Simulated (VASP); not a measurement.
# HC60N3 (a cell with a defect) in VASP: further runs, part 2 of 2

VASP 6.6.1.

## 3. Single point, LDA

Input file INCAR:

```
ALGO = Fast
EDIFF = 1E-7
ENCUT = 520
GGA = CA
ISIF = 2
ISMEAR = 0
LASPH = True
LCHARG = True
LELF = True
LREAL = False
LVHAR = True
LWAVE = False
NBANDS = 166
NELM = 80
PREC = Accurate
SIGMA = 0.03
```

Input file KPOINTS:

```
k-points
0
Gamma
  2 2 2
```

Input file POSCAR:

```
HC60N3
1.0
    7.1400000000      0.0000000000      0.0000000000
    0.0000000000      7.1400000000      0.0000000000
    0.0000000000      0.0000000000      7.1400000000
H C N
1 60 3
Direct
    0.5164425200      0.5164425200      0.5164425200
    0.6319130000      0.6319130000      0.6319130000
    0.5014860000      0.7507060000      0.7507060000
    0.7507060000      0.5014860000      0.7507060000
    0.7507060000      0.7507060000      0.5014860000
    0.4950870000      0.2505090000      0.7494590000
    0.4950870000      0.7494590000      0.2505090000
    0.2505090000      0.4950870000      0.7494590000
    0.7494590000      0.4950870000      0.2505090000
    0.2505090000      0.7494590000      0.4950870000
    0.7494590000      0.2505090000      0.4950870000
    0.6235760000      0.3759650000      0.8734240000
    0.6235760000      0.8734240000      0.3759650000
    0.3759650000      0.6235760000      0.8734240000
    0.8734240000      0.6235760000      0.3759650000
    0.3759650000      0.8734240000      0.6235760000
    0.8734240000      0.3759650000      0.6235760000
    0.5050870000      0.2510410000      0.2510410000
    0.2510410000      0.5050870000      0.2510410000
    0.2510410000      0.2510410000      0.5050870000
    0.1273950000      0.6227350000      0.6227350000
    0.6227350000      0.1273950000      0.6227350000
    0.6227350000      0.6227350000      0.1273950000
    0.9999620000      0.4999560000      0.4999560000
    0.4999560000      0.9999620000      0.4999560000
    0.4999560000      0.4999560000      0.9999620000
    0.1278200000      0.3773090000      0.3773090000
    0.3773090000      0.1278200000      0.3773090000
    0.3773090000      0.3773090000      0.1278200000
    0.6239330000      0.8758650000      0.8758650000
    0.8758650000      0.6239330000      0.8758650000
    0.8758650000      0.8758650000      0.6239330000
    0.0011195000      0.7494200000      0.7494200000
    0.7494200000      0.0011195000      0.7494200000
    0.7494200000      0.7494200000      0.0011195000
    0.1237350000      0.3750450000      0.8761320000
    0.1237350000      0.8761320000      0.3750450000
    0.3750450000      0.1237350000      0.8761320000
    0.8761320000      0.1237350000      0.3750450000
    0.3750450000      0.8761320000      0.1237350000
    0.8761320000      0.3750450000      0.1237350000
    0.9987500000      0.2495250000      0.7493430000
    0.9987500000      0.7493430000      0.2495250000
    0.2495250000      0.9987500000      0.7493430000
    0.7493430000      0.9987500000      0.2495250000
    0.2495250000      0.7493430000      0.9987500000
    0.7493430000      0.2495250000      0.9987500000
    0.1237820000      0.1237820000      0.6246850000
    0.1237820000      0.6246850000      0.1237820000
    0.6246850000      0.1237820000      0.1237820000
    0.0017403000      0.2503660000      0.2503660000
    0.2503660000      0.0017403000      0.2503660000
    0.2503660000      0.2503660000      0.0017403000
    0.1249420000      0.8743930000      0.8743930000
    0.8743930000      0.1249420000      0.8743930000
    0.8743930000      0.8743930000      0.1249420000
    0.9999680000      0.9999680000      0.4998950000
    0.9999680000      0.4998950000      0.9999680000
    0.4998950000      0.9999680000      0.9999680000
    0.1254050000      0.1254050000      0.1254050000
    0.9997840000      0.9997840000      0.9997840000
    0.6351560000      0.3648080000      0.3648080000
    0.3648080000      0.6351560000      0.3648080000
    0.3648080000      0.3648080000      0.6351560000
```

Potentials or basis: VASP PAW LDA potentials, release 64 (H, C, N).

Launch:

```
$ cat potpaw_LDA.64/H/POTCAR potpaw_LDA.64/C/POTCAR potpaw_LDA.64/N/POTCAR > POTCAR
$ mpirun -np 1 vasp_std > vasp.out
```

Wall time 4.4 min (1 thread of Intel Xeon 6975P-C (Granite Rapids), shared host); peak memory 0.41 GiB.

It converged, with:

| Item | Value |
| --- | --- |
| Free energy | -634.4042 eV |
| Pressure | -13.6 GPa |
| Largest force | 3.881 eV/Å |
| Band gap on the k mesh | 3.12 eV, indirect (least direct gap 3.17 eV) |

Forces on the atoms (eV/Å):
```
H    2.241  2.241  2.241
C   -1.571 -1.571 -1.571
C    0.169 -0.300 -0.300
C   -0.300  0.169 -0.300
C   -0.300 -0.300  0.169
C    0.079  0.032 -0.001
C    0.079 -0.001  0.032
C    0.032  0.079 -0.001
C   -0.001  0.079  0.032
C    0.032 -0.001  0.079
C   -0.001  0.032  0.079
C    0.035  0.027  0.011
C    0.035  0.011  0.027
C    0.027  0.035  0.011
C    0.011  0.035  0.027
C    0.027  0.011  0.035
C    0.011  0.027  0.035
C    0.035 -0.064 -0.064
C   -0.064  0.035 -0.064
C   -0.064 -0.064  0.035
C   -0.016 -0.017 -0.017
C   -0.017 -0.016 -0.017
C   -0.017 -0.017 -0.016
C   -0.033  0.001  0.001
C    0.001 -0.033  0.001
C    0.001  0.001 -0.033
C   -0.011  0.018  0.018
C    0.018 -0.011  0.018
C    0.018  0.018 -0.011
C   -0.047  0.063  0.063
C    0.063 -0.047  0.063
C    0.063  0.063 -0.047
C   -0.019  0.007  0.007
C    0.007 -0.019  0.007
C    0.007  0.007 -0.019
C    0.014 -0.035 -0.029
C    0.014 -0.029 -0.035
C   -0.035  0.014 -0.029
C   -0.029  0.014 -0.035
C   -0.035 -0.029  0.014
C   -0.029 -0.035  0.014
C   -0.006 -0.014 -0.027
C   -0.006 -0.027 -0.014
C   -0.014 -0.006 -0.027
C   -0.027 -0.006 -0.014
C   -0.014 -0.027 -0.006
C   -0.027 -0.014 -0.006
C    0.019  0.019  0.018
C    0.019  0.018  0.019
C    0.018  0.019  0.019
C    0.009 -0.009 -0.009
C   -0.009  0.009 -0.009
C   -0.009 -0.009  0.009
C    0.006 -0.002 -0.002
C   -0.002  0.006 -0.002
C   -0.002 -0.002  0.006
C    0.029  0.029  0.063
C    0.029  0.063  0.029
C    0.063  0.029  0.029
C   -0.009 -0.009 -0.009
C   -0.007 -0.007 -0.007
N   -0.019 -0.235 -0.235
N   -0.235 -0.019 -0.235
N   -0.235 -0.235 -0.019
```

Stress tensor (GPa, compression positive):
```
-13.60  -1.04  -1.04
 -1.04 -13.60  -1.04
 -1.04  -1.04 -13.60
```

Levels at points of the mesh, in eV from the valence-band top:
```tsv
k point	band 126	band 127	band 128	band 129	band 130	band 131
(0.00, 0.00, 0.00)	-0.59	-0.59	0.00	3.17	3.37	3.37
(0.50, 0.00, 0.00)	-1.41	-1.27	-0.35	3.12	3.27	4.14
(0.50, 0.50, 0.00)	-1.60	-0.95	-0.23	4.45	4.48	4.70
(0.50, 0.50, 0.50)	-1.12	-1.12	-0.14	4.35	4.35	4.54
```

Caveat: the k mesh is coarse (spacing up to 0.44 Å⁻¹), so the values aren't converged.

## 4. Single point, r2SCAN

Input file INCAR:

```
ALGO = Normal
EDIFF = 1E-7
ENCUT = 520
ISIF = 2
ISMEAR = 0
LASPH = True
LCHARG = True
LELF = True
LMIXTAU = True
LREAL = False
LVHAR = True
LWAVE = False
METAGGA = R2SCAN
NBANDS = 166
NELM = 80
PREC = Accurate
SIGMA = 0.03
```

KPOINTS is that of step 3.

POSCAR is that of step 3.

Potentials or basis: VASP PAW PBE potentials, release 64 (H, C, N).

Launch:

```
$ cat potpaw_PBE.64/H/POTCAR potpaw_PBE.64/C/POTCAR potpaw_PBE.64/N/POTCAR > POTCAR
$ mpirun -np 1 vasp_std > vasp.out
```

Wall time 14 min (1 thread of Intel Xeon 6975P-C (Granite Rapids), shared host); peak memory 0.53 GiB.

Results (log left out):

- Free energy: -616.1585 eV
- Pressure: -3.5 GPa
- Largest force: 4.452 eV/Å
- Band gap on the k mesh: 3.48 eV, indirect (least direct gap 3.52 eV)

Forces in eV/Å, atoms in the order of the input:
```
H    2.570  2.570  2.570
C   -1.937 -1.937 -1.937
C    0.197 -0.308 -0.308
C   -0.308  0.197 -0.308
C   -0.308 -0.308  0.197
C    0.143 -0.063  0.097
C    0.143  0.097 -0.063
C   -0.063  0.143  0.097
C    0.097  0.143 -0.063
C   -0.063  0.097  0.143
C    0.097 -0.063  0.143
C    0.027  0.045  0.002
C    0.027  0.002  0.045
C    0.045  0.027  0.002
C    0.002  0.027  0.045
C    0.045  0.002  0.027
C    0.002  0.045  0.027
C   -0.026 -0.165 -0.165
C   -0.165 -0.026 -0.165
C   -0.165 -0.165 -0.026
C   -0.005 -0.041 -0.041
C   -0.041 -0.005 -0.041
C   -0.041 -0.041 -0.005
C   -0.030  0.002  0.002
C    0.002 -0.030  0.002
C    0.002  0.002 -0.030
C   -0.001  0.044  0.044
C    0.044 -0.001  0.044
C    0.044  0.044 -0.001
C   -0.074  0.063  0.063
C    0.063 -0.074  0.063
C    0.063  0.063 -0.074
C   -0.017  0.021  0.021
C    0.021 -0.017  0.021
C    0.021  0.021 -0.017
C    0.020 -0.015 -0.037
C    0.020 -0.037 -0.015
C   -0.015  0.020 -0.037
C   -0.037  0.020 -0.015
C   -0.015 -0.037  0.020
C   -0.037 -0.015  0.020
C   -0.006 -0.031 -0.023
C   -0.006 -0.023 -0.031
C   -0.031 -0.006 -0.023
C   -0.023 -0.006 -0.031
C   -0.031 -0.023 -0.006
C   -0.023 -0.031 -0.006
C    0.028  0.028  0.004
C    0.028  0.004  0.028
C    0.004  0.028  0.028
C    0.009 -0.025 -0.025
C   -0.025  0.009 -0.025
C   -0.025 -0.025  0.009
C    0.011 -0.006 -0.006
C   -0.006  0.011 -0.006
C   -0.006 -0.006  0.011
C    0.031  0.031  0.068
C    0.031  0.068  0.031
C    0.068  0.031  0.031
C   -0.003 -0.003 -0.003
C   -0.008 -0.008 -0.008
N   -0.193 -0.086 -0.086
N   -0.086 -0.193 -0.086
N   -0.086 -0.086 -0.193
```

Stress tensor (GPa, compression positive):
```
-3.46 -1.15 -1.15
-1.15 -3.46 -1.15
-1.15 -1.15 -3.46
```

Levels at points of the mesh, in eV from the valence-band top:
```tsv
k point	band 126	band 127	band 128	band 129	band 130	band 131
(0.00, 0.00, 0.00)	-0.53	-0.53	0.00	3.52	3.73	3.73
(0.50, 0.00, 0.00)	-1.50	-1.32	-0.42	3.48	3.62	4.52
(0.50, 0.50, 0.00)	-1.62	-0.96	-0.26	4.90	4.94	5.17
(0.50, 0.50, 0.50)	-1.17	-1.17	-0.19	4.80	4.80	4.98
```

Caveat: the k mesh is coarse (spacing up to 0.44 Å⁻¹), so the values aren't converged; the PAW data sets were made with another functional, which shifts forces and pressure a little. r2SCAN opens gaps a little over a GGA but as a rule still falls short of measured ones.

## 5. The runs side by side

```csv
level,potentials or basis,gap on the mesh (eV),pressure (GPa),largest force (eV/Å)
PBE,"VASP PAW PBE potentials, release 64 (H, C, N)",3.21,0.4,4.18
LDA,"VASP PAW LDA potentials, release 64 (H, C, N)",3.12,-13.6,3.88
r2SCAN,"VASP PAW PBE potentials, release 64 (H, C, N)",3.48,-3.5,4.45
```

Alike in all rows: task single point; no spin polarisation; cell as given; k mesh 2 × 2 × 2; cutoff (eV) 520; smearing gaussian 0.03 eV; the mesh is coarse, so values aren't converged.

Caveats: all runs use coarse meshes; the PAW data sets were made with another functional, which shifts forces and pressure a little (some runs).

Total energies depend on the potentials used, so only differences within one code and one set of settings carry meaning.
